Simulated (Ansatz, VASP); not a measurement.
**Two plane-wave programs on CuI (Marshite)**

```
I Cu
1.0
     0.00000    3.03150    3.03150
     3.03150    0.00000    3.03150
     3.03150    3.03150    0.00000
I Cu
1 1
Direct
  0.00000 0.00000 0.00000
  0.75000 0.75000 0.75000
```

Alike in both runs: functional PBEsol; k mesh 8 × 8 × 8; occupations fermi-dirac, width 0.05 eV; no spin polarisation; Hubbard terms Cu d U = 5.0 eV.

|  | VASP | Ansatz |
| --- | --- | --- |
| version | VASP 6.6.1 | Ansatz 0.2.0 |
| potentials or method | VASP PAW PBE potentials, release 64 (I, Cu) | Ansatz PAW |
| plane-wave cutoff (eV) | 520 | 420 |
| valence electrons in the cell | 18 | 36 |
| task | single point | band structure |

Ansatz gave:

```
gap on the k mesh at the Fermi level (eV) : 1.84
least direct gap on the mesh (eV)         : 1.84
pressure (GPa)                            : -1.7
```

Estimate VASP's values.

gap on the k mesh at the Fermi level (eV): 1.78; least direct gap on the mesh (eV): 1.78; pressure (GPa): -1.8.

The programs project onto different local orbitals, so the same U acts differently. The two sets of potentials don't hold the same shells in valence.

Caveats: spin-orbit coupling is left out, which moves the levels of the heavy elements; the PAW data sets were made with another functional, which shifts forces and pressure a little (VASP); the PAW data sets come from PBE, with cores solved anew for the run's functional, which leaves a small shift of forces and pressure (Ansatz).
